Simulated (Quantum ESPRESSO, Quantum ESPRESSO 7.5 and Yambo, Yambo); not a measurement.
# P (puckered monolayer): G0W0 on several meshes in Yambo

How does the mesh move the gap of P (puckered monolayer)?

Method: PBE and many-body steps on it, plane waves, in Quantum ESPRESSO 7.5 and Yambo 5.3.0.

## (1) Set-up

The cell holds 4 atoms: 4 P. Its edges and angles: a = 4.627 Å, b = 3.304 Å, c = 14.000 Å, α = 90.0°, β = 90.0°, γ = 90.0°. It derives from  ([{'formula': 'P', 'spacegroup': 64, 'source': 'prototype of the bulk crystal'}]). Vacuum lies along c.

The structure was relaxed with PBE. The runs that relaxed it are not among those shown.

## (2) Empty states on the mesh, 4×4×1 mesh, 67 bands

This step: Quantum ESPRESSO 7.5; DFT, PBE, plane waves, norm-conserving pseudopotentials.

The sums over transitions need many empty states on a uniform mesh; this step solves for them.

Input file pw.in:

```
&control
  calculation = 'nscf'
  prefix = 'x'
  outdir = 'o'
  pseudo_dir = 'pseudo'
/
&system
  ibrav = 0
  nat = 4
  ntyp = 1
  ecutwfc = 36.0
  nbnd = 67
  force_symmorphic = .true.
/
&electrons
  conv_thr = 1e-9
  electron_maxstep = 80
  diago_full_acc = .true.
  diago_thr_init = 5e-6
/
ATOMIC_SPECIES
  P 30.974 P.upf
CELL_PARAMETERS angstrom
  4.6271599610 0.0000000000 0.0000000000
  0.0000000000 3.3043513570 0.0000000000
  0.0000000000 0.0000000000 14.0000000000
ATOMIC_POSITIONS crystal
  P 0.0887696193 0.0000000000 0.5752654040
  P 0.4112303807 0.5000000000 0.5752654040
  P 0.5887696193 0.5000000000 0.4247346300
  P 0.9112303807 0.0000000000 0.4247346300
K_POINTS automatic
  4 4 1 0 0 0
```

Started as:

```bash
OMP_NUM_THREADS=1 mpirun -n 8 pw.x -nk 4 -in pw.in > pw.out
```

Log:

```text
Program PWSCF v.7.5 starts

     This program is part of the open-source Quantum ESPRESSO suite
     for quantum simulation of materials; please cite
         "P. Giannozzi et al., J. Phys.:Condens. Matter 21 395502 (2009);
         "P. Giannozzi et al., J. Phys.:Condens. Matter 29 465901 (2017);
         "P. Giannozzi et al., J. Chem. Phys. 152 154105 (2020);
     in publications or presentations arising from this work. More details at

     Atomic positions and unit cell read from directory:
     o/x.save/

     Message from routine setup:
[...]
21.1448  21.1603  21.9874

          k = 0.0000-0.7002 0.0000 (  5320 PWs)   bands (ev):

[...]
16.1705  16.1705  16.2835  16.2835  17.7100  17.7100  18.0896  18.0896
    18.7611  18.7611  18.9899  18.9899  19.6911  19.6912  20.2561  20.2561
    20.5944  20.5944  21.4647

          k = 0.2500 0.0000 0.0000 (  5203 PWs)   bands (ev):

     [... further k-points ...]

     highest occupied, lowest unoccupied level (ev):    -0.7381    0.1695

     XML data file, pseudopotentials, collected wavefunctions

=------------------------------------------------------------------------------=
   JOB DONE.
=------------------------------------------------------------------------------=
```

It took 5.6 s on 8 MPI ranks of Arm Neoverse V2, shared host; peak memory 0.49 GiB.

This step gave:

```yaml
gap: 0.9076 eV
k_of_the_valence_top: 0, 0, 0
k_of_the_conduction_bottom: 0, 0, 0
least_direct_gap: 0.9076 eV
k_points_computed: 9
lowest_point_of_the_top_converged_band_above_the_valence_top: 22.20 eV
```

On this mesh the gap is 0.908 eV.

The density comes from a self-consistent run that is not shown.

## (3) Conversion and set-up

This step: Yambo 5.3.0; conversion and set-up on PBE, plane waves, norm-conserving pseudopotentials.

The states are converted to the many-body program's format and the q mesh is built.

Started as:

```bash
(cd o/x.save; p2y > p2y.log; mv SAVE ../..); yambo > setup.log
```

Log:

```text
 Yambo, version 5.3.0

 [02] CORE Variables Setup
 =========================

  [02.01] Unit cells
  ==================

  Cell kind             :  Unknown
  Atoms in the cell     :  P
  number of P  atoms    :   4

  List of atomic masses
  Mass of P     :  30.97400

  List of atomic coordinates    : [cc]
  P1       :   0.77621   0.00000  15.21932  order 1
  P2       :   3.59583   3.12216  15.21932  order 2
  P3       :   5.14824   3.12216  11.23685  order 3
  P4       :   7.96786   0.00000  11.23685  order 4

  Alat factors          :   8.74407   6.24432  26.45617 [a.u.]
[...]
==========================================

 IBZ Q-points                                      :   9
 BZ  Q-points                                      :  16

 K/Q-points units:
 rlu = crystal or reduced units; cc = cartesian coordinates; iku = interal k-units

 Q [1]          [rlu]:  0.000000  0.000000  0.000000
 Q [2]          [rlu]:  0.000000  0.250000  0.000000
 Q [3]          [rlu]:  0.000000 -0.500000  0.000000
[...]
Q [8]          [rlu]: -0.500000  0.250000  0.000000
 Q [9]          [rlu]: -0.500000 -0.500000  0.000000

  [03.01] X indexes
  =================

   [03.01.01] Sigma indexes
   ========================

 [06] Game Over & Game summary
```

Wall time 1.6 s (1 MPI rank); peak memory 0.24 GiB.

## (4) 4×4×1

Now the one-shot GW correction: screening in the RPA, then the self-energy of the levels asked for.

This step: G0W0 on PBE, plane waves, norm-conserving pseudopotentials.

Input file gw14.in:

```
HF_and_locXC
gw0
dyson
ppa
em1d
rim_cut
rim_w
RandQpts= 3000000
RandGvec= 100 RL
CUTGeo= "slab z"
RandGvecW= 5 RL
EXXRLvcs= 36 Ry
VXCRLvcs= 144 Ry
Chimod= "HARTREE"
% BndsRnXp
 1 | 67 |
%
NGsBlkXp= 6 Ry
% LongDrXp
 1 | 1 | 0 |
%
% GbndRnge
 1 | 67 |
%
DysSolver= "n"
ExtendOut
PPAPntXp= 27.21138 eV
% QPkrange
 1 | 1 | 9 | 12 |
%
```

Started as:

```bash
OMP_NUM_THREADS=2 mpirun -n 4 yambo -F gw14.in -J gw14 -C gw14 > gw14.log
```

Log:

```text
 Yambo, version 5.3.0

 [02] CORE Variables Setup
 =========================

  [... cell, symmetries and grids as in the set-up ...]

  [02.05] Energies & Occupations
  ==============================

  [X] === General ===
  [X] Electronic Temperature                        :  0.000000  0.000000 [eV K]
  [X] Bosonic    Temperature                        :  0.000000  0.000000 [eV K]
  [X] Finite Temperature mode                       : no
  [X] El. density                                   :  0.93433E+23 [cm-3]
  [X] Fermi Level                                   : -0.738122 [eV]

  [X] === Gaps and Widths ===
  [X] Conduction Band Min                           :  0.907577 [eV]
  [X] Valence Band Max                              :  0.000000 [eV]
  [X] Filled Bands                                  :  10
  [X] Empty Bands                                   :   11   67
  [X] Direct Gap                                    :  0.907577 [eV]
  [X] Direct Gap localized at k                     :  1
  [X] Indirect Gap                                  :  0.907577 [eV]
  [X] Indirect Gap between kpts                     :  1  1
  [X] Last valence band width                       :  1.926594 [eV]
  [X] 1st conduction band width                     :  1.799454 [eV]

 [03] Transferred momenta grid and indexing
 ==========================================

 IBZ Q-points                                      :   9
 BZ  Q-points                                      :  16

 K/Q-points units:
 rlu = crystal or reduced units; cc = cartesian coordinates; iku = interal k-units

 Q [1]          [rlu]:  0.000000  0.000000  0.000000
 Q [2]          [rlu]:  0.000000  0.250000  0.000000
 Q [3]          [rlu]:  0.000000 -0.500000  0.000000
 Q [4]          [rlu]:  0.250000  0.000000  0.000000
 Q [5]          [rlu]:  0.250000  0.250000  0.000000
 Q [6]          [rlu]:  0.250000 -0.500000  0.000000
 Q [7]          [rlu]: -0.500000  0.000000  0.000000
 Q [8]          [rlu]: -0.500000  0.250000  0.000000
 Q [9]          [rlu]: -0.500000 -0.500000  0.000000

 [04] Coloumb potential Random Integration (RIM)
 ===============================================

 Performing RIM of v_slab

  [04.01] RIM initialization
  ==========================

  * Diagonal components only detected *

  8 x (sBL volume)        :  0.085859 [a.u.]
  sBZ random points       :  3000000
  Points outside the sBZ  :  24001885
  RL volume               :  0.171717 [a.u.]
  Integrated volume       :  0.171704 [a.u.]

  [04.02] RIM integrals
  =====================

  Gamma point sphere radius             :  0.053637 [a.u.]
  Points outside the sphere             :  2398660
  [Int_sBZ(q=0) 1/q^2]*(Vol_sBZ)^(-1/3) =:  7.500199
                                 should be <:  7.795600

  Summary of Coulomb integrals for non-metallic bands |Q|[au] RIM/Bare

  Q [1] 0.100000E-4 0.962107 * Q [4] 0.179641 0.931799
  Q [2] 0.251556 1.144160 * Q [5] 0.309114 1.084010
  Q [7] 0.359283 1.008640 * Q [8] 0.438594 1.030185
  Q [3] 0.503112 1.051230 * Q [6] 0.534222 1.041982
  Q [9] 0.618228 1.025883
  Non-periodic chartesian directions : none
  Optical renormalization            :  26.45617 [au]
  Polarizability dimension           : length

 [05] Coloumb potential CutOffslab
 =================================

 Cut directionsZ
 Slab Cutoff:Z
 Symmetry test passed : yes

 [06] Dipoles
 ============

  [06.01] Setup: observables and procedures
  =========================================

  [WARNING] [x,Vnl] slows the Dipoles computation. To neglect it rename the ns.kb_pp file

 [07] Dynamic Dielectric Matrix (PPA)
 ====================================

 [WR./gw14//ndb.pp]--------------------------------------------------------------
  Brillouin Zone Q/K grids (IBZ/BZ)                :   9  16   9  16
  RL vectors                                       :   6937 [WF]
  Coulomb cutoff potential                         : slab z
  Electronic Temperature                           :  0.000000 [K]
  Bosonic    Temperature                           :  0.000000 [K]
  PPA    diel. fun.  energies                      : Perdew, Burke & Ernzerhof(X)+Perdew, Burke & Ernzerhof(C)
  wavefunctions                                    : Perdew, Burke & Ernzerhof(X)+Perdew, Burke & Ernzerhof(C)
  Global Gauge                                     : length
  X matrix size                                    :   367
  X band range                                     :    1   67
  X e/h energy range                               : -1.000000 -1.000000 [eV]
  X Time ordering                                  : R
  X Hxc Kernel                                     : HARTREE
  X Drude frequency                                :  0.000000  0.000000
  X poles                                          :  100.0000 [o/o]
  RL vectors in the sum                            :   6937
  [r,Vnl] included                                 : yes
  Field direction                                  :  0.707107E-5  0.707107E-5   0.00000
  BZ energy Double Grid                            : no
  BZ energy DbGd points                            : 0
  BZ Q point size factor                           : -1.000000
  X Optical Averaged directions                    : none

 [08] Local Exchange-Correlation + Non-Local Fock
 ================================================

 [VXC] Plane waves :   42135
 [EXS] Plane waves :   5277

 QP @ state[ 1 ] K range:  1  1
 QP @ state[ 1 ] b range:   9  12

 [xc] Functional : Perdew, Burke & Ernzerhof(X)+Perdew, Burke & Ernzerhof(C)
 [xc] LIBXC used to calculate xc functional
  PP Number of Atomic Species                      :  1
  NLCC RL compoments                               :   42135
  PP Number of Atomic Species                      :  1
  NLCC RL compoments                               :   42135

 [xc] E_xc :  -6.691507 [Ha]
      E_xc :  -13.38301 [Ry]

  Local XC kind (lXC) : Perdew, Burke & Ernzerhof(X)+Perdew, Burke & Ernzerhof(C)
  Non-Local XC kind (nlXC) : Hartree-Fock

  Corrections @ K [1] :  [eV]
 <9|nlXC|9> = -12.99334 -0.42203E-17 <9|lXC|9> = -10.56677  0.37763E-15
 <10|nlXC|10> = -13.25872  0.76625E-18 <10|lXC|10> = -11.64958  0.66530E-30
 <11|nlXC|11> = -6.361191 -0.40862E-17 <11|lXC|11> = -9.944398  0.33717E-28
 <12|nlXC|12> = -6.375418 -0.27033E-17 <12|lXC|12> = -10.92349  0.18882E-15

 [09] Dyson equation: Newton solver
 ==================================

  [09.01] RIM-W interpolation
  ===========================

  [WARNING] RIM-W works only for 2D semiconductors with slab cutoff
  Found compatible q grid: 2D
  q_min[ 1 ]:  0.250000  0.000000  0.000000 [rlu]
   0.250000  0.000000  0.000000 [iku]
  q_min[ 2 ]:  0.000000  0.250000  0.000000 [rlu]
   0.000000  0.250000  0.000000 [iku]
  G-vectors :   5
  G-vectors loaded:   33
  Number of interpolated frequencies:  2

  Evaluating coefficients q = 0
  Evaluating coefficients q = 0

  [09.02] RIM-W integrals
  =======================

  8 x (sBL volume)        :  0.085859 [a.u.]
  sBZ random points       :  3000000
  Points outside the sBZ  :  24001885
  RL volume               :  0.171717 [a.u.]
  Integrated volume       :  0.171704 [a.u.]

  [09.03] RIM integrals
  =====================

  Comparison between head Wc = W - v averages: < Wc > [au] RIM-W/RIM

   < -Wc [Q = 1] > 0.514670E-1 0.792645E-4 * < -Wc [Q = 2] > 0.004901 0.004616
   < -Wc [Q = 3] > 0.763405E-3 0.741822E-3 * < -Wc [Q = 4] > 0.008524 0.008495
   < -Wc [Q = 5] > 0.002769 0.002583 * < -Wc [Q = 6] > 0.627855E-3 0.610582E-3
   < -Wc [Q = 7] > 0.001724 0.001706 * < -Wc [Q = 8] > 0.001035 0.001005
   < -Wc [Q = 9] > 0.394105E-3 0.383472E-3

  Comparison between head Wc = W - v averages: < Wc > [au] RIM-W/RIM

   < -Wc [G = 1,G`=0] > 0.514670E-1 0.792645E-4 * < -Wc [G = 2,G`=0] >-0.002288 0.000000
   < -Wc [G = 3,G`=0] >-0.002288 0.000000 * < -Wc [G = 4,G`=0] > 0.470945E-4  0.00000
   < -Wc [G = 5,G`=0] > 0.470945E-4  0.00000

 [10] G0W0 (W PPA)
 =================

 [  GW  ] Bands range     :    1   67
 [GW/PPA] G damping       :  0.100000 [eV]

 QP @ state[ 1 ] K range:  1  1
 QP @ state[ 1 ] b range:   9  12

  Sc/G bands                                       :    1   67
  Sc/G damping                                     :  0.100000 ev
  Sc bands terminator                              : no
  Sx RL components                                 :   5277

  QP @ state[ 1 ] K range                          :  1  1
  QP @ state[ 1 ] b range                          :   9  12
  GF energies kind                                 : Perdew, Burke & Ernzerhof(X)+Perdew, Burke & Ernzerhof(C)
  GF WF`s kind                                     : Perdew, Burke & Ernzerhof(X)+Perdew, Burke & Ernzerhof(C)
  Xs energies kind                                 : Perdew, Burke & Ernzerhof(X)+Perdew, Burke & Ernzerhof(C)
  Xs WF`s kind                                     : Perdew, Burke & Ernzerhof(X)+Perdew, Burke & Ernzerhof(C)

 [14] Game Over & Game summary
```

Elapsed: 32 s, on 4 MPI ranks; peak memory 1.8 GiB.

This step gave:

| Quantity | Value |
| --- | --- |
| G0W0 gap on the points computed | 1.932 eV |
| starting gap on the mesh | 0.9076 eV |
| k of the valence top | 0, 0, 0 |
| k of the conduction bottom | 0, 0, 0 |
| least direct G0W0 gap on the computed points | 1.932 eV |
| Z at the valence top | 0.7105 |
| Z at the conduction bottom | 0.7177 |

The gap on the mesh goes from 0.91 eV to 1.93 eV, a correction of +1.02 eV.

## (5) Empty states on the mesh, 4×6×1 mesh, 67 bands

This step: Quantum ESPRESSO 7.5; DFT, PBE, plane waves, norm-conserving pseudopotentials.

pw.in, as its differences from that of step 2:

```diff
@@ -32,2 +32,2 @@
 K_POINTS automatic
-  4 4 1 0 0 0
+  4 6 1 0 0 0
```

Started as:

```bash
OMP_NUM_THREADS=1 mpirun -n 8 pw.x -nk 4 -in pw.in > pw.out
```

Log:

```text
[banner, memory and clock lines left out]
Program PWSCF v.7.5 starts

     Atomic positions and unit cell read from directory:
     o/x.save/

     Message from routine setup:
     using ibrav=0 with symmetry is DISCOURAGED, use correct ibrav instead

     bravais-lattice index     =            0
     lattice parameter (alat)  =       8.7441  a.u.
     unit-cell volume          =    1444.5260 (a.u.)^3
     number of atoms/cell      =            4
     number of atomic types    =            1
     number of electrons       =        20.00
[...]
22.5396  22.6205  23.2808

          k = 0.0000 0.2334 0.0000 (  5280 PWs)   bands (ev):

[...]
21.6793  22.0882  22.3542

          k = 0.0000 0.4668 0.0000 (  5286 PWs)   bands (ev):

[...]
17.0496  17.2898  17.4847  17.6943  17.8004  17.8082  18.3250  18.3296
    18.4329  18.6059  19.1036  19.1300  19.7536  20.2577  20.7806  21.0444
    21.1171  21.3266  21.4919

          k = 0.0000-0.7002 0.0000 (  5320 PWs)   bands (ev):

     [... further k-points ...]

     highest occupied, lowest unoccupied level (ev):    -0.7381    0.1695

     XML data file, pseudopotentials, collected wavefunctions
```

Run time: 5.8 s. Hardware: 8 MPI ranks; peak memory 0.48 GiB; 46 s of CPU time.

Numbers from this step:

* gap: 0.9076 eV
* k of the valence top: 0, 0, 0
* k of the conduction bottom: 0, 0, 0
* least direct gap: 0.9076 eV
* k points computed: 12
* lowest point of the top converged band, above the valence top: 22.20 eV

On this mesh the gap is 0.908 eV.

## (6) Conversion and set-up

This step: Yambo 5.3.0; conversion and set-up on PBE, plane waves, norm-conserving pseudopotentials.

Started as:

```bash
(cd o/x.save; p2y > p2y.log; mv SAVE ../..); yambo > setup.log
```

Log:

```text
 Yambo, version 5.3.0

 [02] CORE Variables Setup
 =========================

  [02.01] Unit cells
  ==================

  Cell kind             :  Unknown
  Atoms in the cell     :  P
  number of P  atoms    :   4

  List of atomic masses
  Mass of P     :  30.97400

  List of atomic coordinates    : [cc]
  P1       :   0.77621   0.00000  15.21932  order 1
  P2       :   3.59583   3.12216  15.21932  order 2
  P3       :   5.14824   3.12216  11.23685  order 3
  P4       :   7.96786   0.00000  11.23685  order 4

  Alat factors          :   8.74407   6.24432  26.45617 [a.u.]
[...]
K/Q-points units:
 rlu = crystal or reduced units; cc = cartesian coordinates; iku = interal k-units

 Q [ 1]         [rlu]:  0.000000  0.000000  0.000000
 Q [ 2]         [rlu]:  0.000000  0.166667  0.000000
 Q [ 3]         [rlu]:  0.000000  0.333333  0.000000
[...]
Q [ 8]         [rlu]:  0.250000 -0.500000  0.000000
 Q [ 9]         [rlu]: -0.500000  0.000000  0.000000
 Q [10]         [rlu]: -0.500000  0.166667  0.000000
 Q [11]         [rlu]: -0.500000  0.333333  0.000000
 Q [12]         [rlu]: -0.500000 -0.500000  0.000000

  [03.01] X indexes
  =================

   [03.01.01] Sigma indexes
   ========================

 [06] Game Over & Game summary
```

Run time: 1.7 s. Hardware: 1 MPI rank; peak memory 0.24 GiB.

(Continued in part 2 of 3.)

[Paths, hosts, dates, memory and timing lines, banners, echoed tables and standing remarks are left out of the program output.]

[Logs are printed without paths, hosts, clocks, repeated set-up lines and the standing remarks that a program may print on its own settings, such as how far it seeks lower states.]

[Runs of the session that timed out or met a known fault of the program may be left out.]

[Hosts, paths, dates, database ids (printed as entryN), source tags and the programs' standing remarks are cut or masked in the printed files.]
